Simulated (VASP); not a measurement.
# Ga (I4/mmm) in VASP: electric field gradients with LDA

Aim: the electric field gradients of Ga with LDA.

Everything below comes from runs of VASP 6.6.1. Logs are shortened: lines on timing, memory, paths and dates and some standing lists are left out, and cuts for length are marked.

## 1. The crystal as given

The structure is tetragonal, space group I4/mmm (No. 139). The conventional cell has a = 2.808 Å, b = 2.808 Å, c = 4.458 Å, α = 90.00°, β = 90.00°, γ = 90.00°. Ga (site symmetry 4/mmm) is surrounded by 12 Ga at 2.81 to 2.99 Å.

This isn't the form of Ga at room conditions, which is orthorhombic.

## 2. Electric field gradients, LDA

Contents of INCAR:

```
SYSTEM = Ga
PREC = Accurate ; ENCUT = 520
EDIFF = 1E-8 ; ISMEAR = -1
SIGMA = 0.05 ; LREAL = .FALSE.
LASPH = .TRUE. ; NELM = 100
ALGO = Fast ; ISIF = 2
LWAVE = .FALSE. ; LCHARG = .FALSE.
LEFG = .TRUE. ; NBANDS = 12
ISYM = 0
```

Contents of KPOINTS:

```
regular mesh
0
G
  14 14 16
  0 0 0
```

Contents of POSCAR:

```
Ga
1.0
   -1.4040000000      1.4040000000      2.2290000000
    1.4040000000     -1.4040000000      2.2290000000
    1.4040000000      1.4040000000     -2.2290000000
Ga
1
Direct
    0.0000000000      0.0000000000      0.0000000000
```

Potentials or basis: VASP PAW LDA potentials, release 64 (Ga_d).

The run is started by

```console
$ cat potpaw_LDA.64/Ga_d/POTCAR > POTCAR
$ mpirun -np 1 vasp_std > vasp.out
```

OUTCAR:

```text
SYSTEM = Ga
   PREC = Accurate
   ENCUT = 520
   EDIFF = 1E-8
   ISMEAR = -1
   LREAL = .FALSE.
   LASPH = .TRUE.
   NELM = 100
   ISIF = 2
   ISYM = 0

 ion  position               nearest neighbor table
   1  0.000  0.000  0.000-

IMPORTANT INFORMATION: All symmetrisations will be switched off!
NOSYMM: (Re-)initialisation of all symmetry stuff for point group C_1.

----------------------------------------------------------------------------------------

                                     Primitive cell

  volume of cell :      17.5754

  direct lattice vectors                    reciprocal lattice vectors
    -1.404000000  1.404000000  2.229000000     0.000000000  0.356125356  0.224315837
     1.404000000 -1.404000000  2.229000000     0.356125356  0.000000000  0.224315837
     1.404000000  1.404000000 -2.229000000     0.356125356  0.356125356  0.000000000

  length of vectors
     2.985108541  2.985108541  2.985108541     0.420883433  0.420883433  0.503637309

  position of ions in fractional coordinates (direct lattice)
     0.000000000  0.000000000  0.000000000

  ion indices of the primitive-cell ions
   primitive index   ion index
                 1           1

----------------------------------------------------------------------------------------

 KPOINTS: regular mesh

Automatic generation of k-mesh.
 Grid dimensions read from file:
 generate k-points for:   14   14   16

 Generating k-lattice:

  Cartesian coordinates                     Fractional coordinates (reciprocal lattice)
     0.000000000  0.025437525  0.016022560     0.071428571  0.000000000 -0.000000000
     0.025437525  0.000000000  0.016022560     0.000000000  0.071428571 -0.000000000
     0.022257835  0.022257835  0.000000000     0.000000000  0.000000000  0.062500000

  Length of vectors
     0.030063102  0.030063102  0.031477332

  Shift w.r.t. Gamma in fractional coordinates (k-lattice)
     0.000000000  0.000000000  0.000000000

 -----------------------------------------------------------------------------
|                                                                             |
|           W    W    AA    RRRRR   N    N  II  N    N   GGGG   !!!           |
|           W    W   A  A   R    R  NN   N  II  NN   N  G    G  !!!           |
|           W    W  A    A  R    R  N N  N  II  N N  N  G       !!!           |
[... 117 lines left out ...]
 E-fermi :   5.9893     XC(G=0): -11.6939

 val. band max:        5.9666907235   @ k =  -0.3571   0.0714   0.3125
 cond. band min:       6.0023874460   @ k =   0.2143   0.1429   0.3750
 fundamental gap:      0.0356967225
 Fermi energy:         5.9893026320

 k-point     1 :       0.0000    0.0000    0.0000
  band No.  band energies     occupation
      1      -9.1666      2.00000
      2      -9.0336      2.00000
      3      -9.0335      2.00000
      4      -9.0102      2.00000
      5      -8.8707      2.00000
      6      -5.6221      2.00000
      7      18.8494      0.00000
      8      18.8494      0.00000
      9      18.8584      0.00000
     10      22.4959      0.00000
     11      22.5534      0.00000
     12      23.1403      0.00000
[... 331 lines left out ...]
 k-point    24 :       0.0714    0.1429    0.0000
  band No.  band energies     occupation
      1      -9.1407      2.00000
      2      -9.0456      2.00000
      3      -9.0129      2.00000
      4      -8.9820      2.00000
      5      -8.8820      2.00000
      6      -4.7645      2.00000
      7      13.5145      0.00000
      8      15.8732      0.00000
      9      18.0010      0.00000
     10      21.2747      0.00000
     11      21.9406      0.00000
     12      24.1320      0.00000

 [... further k-points ...]

------------------------ aborting loop because EDIFF is reached ----------------------------------------

  FORCE on cell =-STRESS in cart. coord.  units (eV):
  Direction    XX          YY          ZZ          XY          YZ          ZX
  --------------------------------------------------------------------------------------
  -------------------------------------------------------------------------------------
  Total       -0.1654233     -0.1654243     -0.1764009     -0.0120528      0.0112683      0.0112675
  in kB      -15.0800598    -15.0801491    -16.0807757     -1.0987393      1.0272189      1.0271499
  external PRESSURE =     -15.4136615 kB  Pullay stress =       0.0000000 kB

 VOLUME and BASIS-vectors are now :
 -----------------------------------------------------------------------------
  energy-cutoff  :      520.00
  volume of cell :       17.58
      direct lattice vectors                 reciprocal lattice vectors
    -1.404000000  1.404000000  2.229000000     0.000000000  0.356125356  0.224315837
     1.404000000 -1.404000000  2.229000000     0.356125356  0.000000000  0.224315837
     1.404000000  1.404000000 -2.229000000     0.356125356  0.356125356  0.000000000

 POSITION                                       TOTAL-FORCE (eV/Angst)
 -----------------------------------------------------------------------------------
      0.00000      0.00000      0.00000        -0.000001     -0.000001      0.000001
 -----------------------------------------------------------------------------------
    total drift:                               -0.000001     -0.000001      0.000001

  FREE ENERGIE OF THE ION-ELECTRON SYSTEM (eV)
  ---------------------------------------------------
  free  energy   TOTEN  =        -3.5625523936 eV

  energy  without entropy=       -3.5598311594  energy(sigma->0) =       -3.56119178

 Electric field gradients (V/A^2)
---------------------------------------------------------------------
 ion       V_xx      V_yy      V_zz      V_xy      V_xz      V_yz
---------------------------------------------------------------------
   1     -10.414   -10.414    20.829     0.224     0.254     0.254
---------------------------------------------------------------------

 Electric field gradients after diagonalization (V/A^2)
 (convention: |V_zz| > |V_xx| > |V_yy|)
----------------------------------------------------------------------
 ion       V_xx      V_yy      V_zz     asymmetry (V_yy - V_xx)/ V_zz
----------------------------------------------------------------------
   1     -10.639   -10.194    20.833       0.021
----------------------------------------------------------------------

           NMR quadrupolar parameters

 Cq : quadrupolar parameter    Cq=e*Q*V_zz/h
 eta: asymmetry parameters     (V_yy - V_xx)/ V_zz
 Q  : nuclear electric quadrupole moment in mb (millibarn)
----------------------------------------------------------------------
 ion       Cq(MHz)       eta       Q (mb)
----------------------------------------------------------------------
   1       0.050       0.021       1.000
----------------------------------------------------------------------
```

OSZICAR:

```text
N       E                     dE             d eps       ncg     rms          rms(c)
DAV:   1     0.432110707948E+02    0.43211E+02   -0.66853E+03 41144   0.191E+03
DAV:   2    -0.146678542199E+01   -0.44678E+02   -0.42990E+02 39732   0.265E+02
DAV:   3    -0.358570197907E+01   -0.21189E+01   -0.21131E+01 43068   0.460E+01
DAV:   4    -0.360252850946E+01   -0.16827E-01   -0.16824E-01 43092   0.435E+00
DAV:   5    -0.360269907533E+01   -0.17057E-03   -0.17056E-03 44656   0.422E-01    0.921E-01
RMM:   6    -0.357076241691E+01    0.31937E-01   -0.32953E-02 53106   0.258E+00    0.445E-01
RMM:   7    -0.356333286564E+01    0.74296E-02   -0.11559E-02 57177   0.101E+00    0.119E-01
RMM:   8    -0.356254681936E+01    0.78605E-03   -0.15498E-03 56796   0.403E-01    0.130E-02
RMM:   9    -0.356254918260E+01   -0.23632E-05   -0.18952E-04 58719   0.188E-01    0.677E-03
RMM:  10    -0.356255212661E+01   -0.29440E-05   -0.36071E-05 65805   0.749E-02    0.661E-04
RMM:  11    -0.356255232529E+01   -0.19869E-06   -0.27147E-06 58652   0.181E-02    0.455E-04
RMM:  12    -0.356255241205E+01   -0.86752E-07   -0.64663E-07 58891   0.964E-03    0.622E-04
RMM:  13    -0.356255238685E+01    0.25196E-07   -0.24789E-07 56148   0.637E-03    0.529E-05
RMM:  14    -0.356255239358E+01   -0.67344E-08   -0.67148E-08 37996   0.267E-03
   1 F= -.35625524E+01 E0= -.35611918E+01  d E =-.272123E-02
```

stdout:

```text
[... 64 lines left out ...]
```

Wall time 1.9 min (1 thread of Intel Xeon 6975P-C (Granite Rapids), shared host); peak memory 0.4 GiB.

What came out:

```
Free energy            : -3.5626 eV
Pressure               : -1.5 GPa
Band gap on the k mesh : none (metal or under the smearing width)
```

Stress tensor (GPa, compression positive):
```
-1.51 -0.11  0.10
-0.11 -1.51  0.10
 0.10  0.10 -1.61
```

Electric field gradients, principal values (V/Å²):
```csv
atom,Vxx,Vyy,Vzz
1 Ga,-10.194,-10.639,20.833
```
